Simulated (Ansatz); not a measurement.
# Changed inputs in constrained RPA: CuF3 (honeycomb trihalide sheet), part 2 of 2

What does U in CuF3 (honeycomb trihalide sheet) depend on besides the window?

Ansatz 0.2.0; constrained RPA on PBEsol, plane waves, PAW.

So far. Step 3 (Changed: 3×3×1 mesh): On the Cu eg shell, screening brings the on-site interaction from 14.3 eV down to U = 4.37 eV. Step 5 (Changed: accuracy high): On the Cu eg shell, screening brings the on-site interaction from 14.3 eV down to U = 4.33 eV.

### 6. Changed: PBE

This step: constrained RPA on PBE, plane waves, PAW.

The input, input.yaml:

```yaml
crystal:
  lattice:
    - [4.21212912, -2.10606456, 2.10606456]
    - [-2.10606456, -2.10606456, -4.21212912]
    - [16.33393194, 16.33393194, -16.33393194]
  atoms:
    - { symbol: Cu, position: [0.3333333333, 0.6666666667, 0.3224606945] }
    - { symbol: Cu, position: [0.6666666667, 0.3333333333, 0.3224606945] }
    - { symbol: F, position: [0.3745621811, 0.0, 0.3573881468] }
    - { symbol: F, position: [0.0, 0.3745621811, 0.3573881468] }
    - { symbol: F, position: [0.6254378189, 0.6254378189, 0.3573881468] }
    - { symbol: F, position: [0.6254378189, 0.0, 0.2875332421] }
    - { symbol: F, position: [0.0, 0.6254378189, 0.2875332421] }
    - { symbol: F, position: [0.3745621811, 0.3745621811, 0.2875332421] }
  periodic: [true, true, false]
kpoints:
  mp_grid: { grid: [6, 6, 1] }
hamiltonian:
  xc: pbe
scf:
  occupations: { method: gaussian, width: 0.08 }
  n_extra_bands: 24
  max_iter: 150
  lower_state_search: "off"
output:
  crpa:
    kmesh: [6, 6, 1]
    target_bands: [v2, c2]
    projections: [{ species: Cu, l: d, shell: 3, orbitals: [dz2, dx2-y2] }]
```

Launch:

```bash
> ansatz run input.yaml --threads 4 --pin off --max-ram 14745MiB --backend cpu --events-out ev --progress --plain --runs-dir out
```

Numbers of over 12 decimals in the logs are rounded to 6 here.

Output:

```text
[...]
Crystal: 8 atoms, lattice volume = 652.044 Å³
Basis set: ecut = 420 eV, 12773 PW (Γ)
Bands: 64, of which v1, the nominal top of the filled ones, is band 40 counted from 1 (39 counted from 0)
Symmetry: 12 space group operations
[...]
k-points: 7 of 36
[...]
screened: U = 4.4084 eV, U' = 3.5634 eV, J = 0.4225 eV
      screened, to within: U = 1.1e-2 eV, U' = 1.1e-2 eV, J = 5.7e-4 eV
      bare: V = 14.3812 eV, V' = 12.7871 eV, J = 0.7971 eV
    Site 1, 3D, 2 of 5 d orbitals (Wannier functions 3, 4; wannier90's mr 1, 4):
      screened: U = 4.4084 eV, U' = 3.5634 eV, J = 0.4225 eV
      screened, to within: U = 1.1e-2 eV, U' = 1.1e-2 eV, J = 5.7e-4 eV
      bare: V = 14.3812 eV, V' = 12.7871 eV, J = 0.7971 eV
[...]
[key lines of the parts left out:]
SCF converged after 8 iterations
Free energy (F): -18093.591302 eV
Fermi energy:    -8.773151 eV
```

Elapsed: 17 min, on 4 threads of Arm Neoverse V1, shared host; peak memory 4 GiB; 66 min of CPU time.

Numbers from this step:

```
U                                                 : 4.408 eV
U prime (inter-orbital)                           : 3.563 eV
J                                                 : 0.4225 eV
bare V                                            : 14.38 eV
bare J                                            : 0.7971 eV
stated bound on U                                 : 0.01004 eV
U over bare V                                     : 0.3065
electrons in the window                           : 4.000
head of the constrained inverse dielectric matrix : 0.7732
least eigenvalue of the projection's overlap      : 0.3968
target functions                                  : 4
bands in the sums                                 : 84
width of the target bands                         : 0.6639 eV
weight of the projected orbitals in the window    : 0.4595
```

On the Cu eg shell, screening brings the on-site interaction from 14.4 eV down to U = 4.41 eV.

### 7. Changed: strain +1.5%

This step: constrained RPA on PBEsol, plane waves, PAW.

The cell differs from the one that the last finished run ended in (a 5.159 → 5.236 Å, b 5.159 → 5.236 Å).

Edit input.yaml of step 6 so:

```diff
@@ -2,4 +2,4 @@
   lattice:
-    - [4.21212912, -2.10606456, 2.10606456]
-    - [-2.10606456, -2.10606456, -4.21212912]
+    - [4.2753110568, -2.1376555284, 2.1376555284]
+    - [-2.1376555284, -2.1376555284, -4.2753110568]
     - [16.33393194, 16.33393194, -16.33393194]
@@ -18,3 +18,3 @@
 hamiltonian:
-  xc: pbe
+  xc: pbesol
 scf:
@@ -29 +29,6 @@
     projections: [{ species: Cu, l: d, shell: 3, orbitals: [dz2, dx2-y2] }]
+  local_orbitals:
+    kmesh: [12, 12, 1]
+    orbitals: [{ species: Cu, l: d, shell: 3, orbitals: [dz2, dx2-y2] }]
+    window: { bands: [v2, c2] }
+    seedname: lo
```

Output:

```text
[...]
Crystal: 8 atoms, lattice volume = 671.752 Å³
Basis set: ecut = 420 eV, 13169 PW (Γ)
Bands: 64, of which v1, the nominal top of the filled ones, is band 40 counted from 1 (39 counted from 0)
Symmetry: 12 space group operations
[...]
k-points: 7 of 36
[...]
screened: U = 4.1692 eV, U' = 3.3561 eV, J = 0.4065 eV
      screened, to within: U = 9.7e-3 eV, U' = 9.7e-3 eV, J = 5.4e-4 eV
      bare: V = 13.9797 eV, V' = 12.3921 eV, J = 0.7938 eV
    Site 1, 3D, 2 of 5 d orbitals (Wannier functions 3, 4; wannier90's mr 1, 4):
      screened: U = 4.1692 eV, U' = 3.3561 eV, J = 0.4065 eV
      screened, to within: U = 9.7e-3 eV, U' = 9.7e-3 eV, J = 5.4e-4 eV
      bare: V = 13.9797 eV, V' = 12.3921 eV, J = 0.7938 eV
[...]
[key lines of the parts left out:]
SCF converged after 8 iterations
Free energy (F): -17973.085028 eV
Fermi energy:    -8.904994 eV
```

Run time: 18 min. Hardware: 4 threads; peak memory 4 GiB; 69 min of CPU time.

Numbers from this step:

```
U                                                 : 4.169 eV
U prime (inter-orbital)                           : 3.356 eV
J                                                 : 0.4065 eV
bare V                                            : 13.98 eV
bare J                                            : 0.7938 eV
stated bound on U                                 : 0.009660 eV
U over bare V                                     : 0.2982
electrons in the window                           : 4.000
head of the constrained inverse dielectric matrix : 0.7615
least eigenvalue of the projection's overlap      : 0.3731
target functions                                  : 4
bands in the sums                                 : 84
r.m.s. miss of the model bands                    : 1.49e-5 eV
width of the target bands                         : 0.6252 eV
weight of the projected orbitals in the window    : 0.4474
```

On the Cu eg shell, screening brings the on-site interaction from 14.0 eV down to U = 4.17 eV.

### 8. Side by side

Times are wall times on 4 threads of Arm Neoverse V1, shared host, good to a factor of about two.

```
          run  bare V (eV)  U (eV)  J (eV)  bound on U (eV)  width (eV)     time
target window        14.27   4.332   0.417           0.0099        0.65   18 min
   3×3×1 mesh        14.30   4.366   0.417           0.0111        0.65  3.6 min
accuracy high        14.27   4.333   0.418           0.0014        0.65   24 min
          PBE        14.38   4.408   0.423           0.0100        0.66   17 min
 strain +1.5%        13.98   4.169   0.407           0.0097        0.63   18 min
```

### 9. Outcome

```json
{
  "target window": "U 4.33 eV, J 0.42 eV",
  "3×3×1 mesh": "U 4.37 eV, J 0.42 eV",
  "accuracy high": "U 4.33 eV, J 0.42 eV",
  "PBE": "U 4.41 eV, J 0.42 eV",
  "strain +1.5%": "U 4.17 eV, J 0.41 eV"
}
```

**Reading.** 3×3×1 mesh moves U by +0.03 eV at 0.21 times the time. Accuracy high moves U by +0.001 eV (within the solver's bounds, for the mean over orbitals). PBE moves U by +0.08 eV. Strain +1.5% moves U by −0.16 eV. The printed bound covers the solver alone, not the mesh, and no denser mesh than the base was run. The parent state is non-magnetic and the interaction static (zero frequency); U depends on the window and the orbitals, so it belongs to this model alone.

[Paths, hosts, dates, memory and timing lines, banners, echoed tables and standing remarks are left out of the program output.]

[Logs are printed without paths, hosts, clocks, repeated set-up lines and the standing remarks that a program may print on its own settings, such as how far it seeks lower states.]

[Runs of the session that timed out or met a known fault of the program may be left out.]

[Hosts, paths, dates, database ids (printed as entryN), source tags and the programs' standing remarks are cut or masked in the printed files.]
